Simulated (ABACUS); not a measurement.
Mo:

```
CELL_PARAMETERS angstrom
-1.58381 1.58381 1.58381
1.58381 -1.58381 1.58381
1.58381 1.58381 -1.58381
ATOMIC_POSITIONS crystal
Mo 0.00000 0.00000 0.00000
```

Program: ABACUS 3.10.1. Alike in all runs: task single point; no spin polarisation; cell as given; smearing fermi-dirac 0.05 eV.

Q: Order these runs on this cell by their pressure, lowest first.
A. level TM; potentials or basis SG15 ONCV 1.2 PBE, plane waves; k mesh 8 × 8 × 8; cutoff (eV) 1279; radial cutoff of the potentials (pseudo_rcut) 10 bohr; SCF threshold on the density 1e-08; eigensolver dav
B. level HCTH407; potentials or basis Ansatz NC PBE, plane waves; k mesh 10 × 10 × 10; cutoff (eV) 1102; radial cutoff of the potentials (pseudo_rcut) 10 bohr; SCF threshold on the density 1e-08; eigensolver dav
C. level PBE; potentials or basis SPMS ONCV 1.0 PBE, plane waves; k mesh 10 × 10 × 10; cutoff (eV) 1102; radial cutoff of the potentials (pseudo_rcut) 10 bohr; SCF threshold on the density 1e-08; eigensolver dav
D. level RPBE; potentials or basis PseudoDojo NC SR 0.4.1 PBE standard, plane waves; k mesh 10 × 10 × 10; cutoff (eV) 1102; radial cutoff of the potentials (pseudo_rcut) 7 bohr; SCF threshold on the density 1e-08; eigensolver dav
E. level PBEsol; potentials or basis PseudoDojo NC SR 0.4 PBEsol stringent, DZP LCAO (the cutoffs set its grid); k mesh 11 × 11 × 11; cutoff (eV) 1361; radial cutoff of the potentials (pseudo_rcut) 10 bohr; SCF threshold on the density 1e-07; eigensolver genelpa; orbital files Mo Mo_confined-atom_7au_3s2p2d1f.orb

A: B (-9.8 GPa), E (-7.9 GPa), A (-5.6 GPa), C (-1.8 GPa), D (1.5 GPa).

Caveats: the potentials were made for another functional, which shifts forces and pressure (some runs); the atomic orbitals were generated for these runs and aren't a published set (some runs); the basis of atomic orbitals isn't converged, which shifts pressures, moduli and gaps (some runs).

Not every run made on this cell is shown here.
